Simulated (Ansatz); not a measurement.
The system is Mg.

```
Mg
1.0
     3.20930    0.00000    0.00000
    -1.60465    2.77934    0.00000
     0.00000    0.00000    5.21030
Mg
2
Direct
  0.66667 0.33333 0.75000
  0.33333 0.66667 0.25000
```

| Item | Value |
| --- | --- |
| Program | Ansatz 0.2.0 |
| Task | relaxation of cell and atoms |
| Functional | PBE |
| Potentials or basis | all-electron LAPW, scalar-relativistic |
| Basis error allowed | 0.001 eV/atom |
| k mesh | 10 × 10 × 5 |
| Occupations | fermi-dirac, width 0.05 eV |
| Spin | no spin polarisation |

At the start: volume 23.24 Å³/atom.

Q: Where does the relaxation end?

A: Over 5 steps the energy falls by 2.7 meV/atom and the volume is 23.01 Å³/atom (-1.0 %); space group P6_3/mmc (No. 194, to 0.05 Å).

Step by step:
| step | energy change (eV) | largest force (eV/Å) | volume (Å³) |
| --- | --- | --- | --- |
| 1 | 0.0000 | 0.0000 | 46.47 |
| 2 | -0.0035 | 0.0000 | 46.06 |
| 3 | -0.0054 | 0.0000 | 46.07 |
| 4 | -0.0054 | 0.0000 | 46.03 |
| 5 | -0.0055 | 0.0000 | 46.03 |

Final structure:
```yaml
crystal:
  lattice:
    - [3.16757, 0.00000, 0.00000]
    - [-1.58379, 2.74320, 0.00000]
    - [0.00000, 0.00000, 5.29682]
  atoms:
    - { symbol: Mg, position: [0.66667, 0.33333, 0.75000] }
    - { symbol: Mg, position: [0.33333, 0.66667, 0.25000] }
```
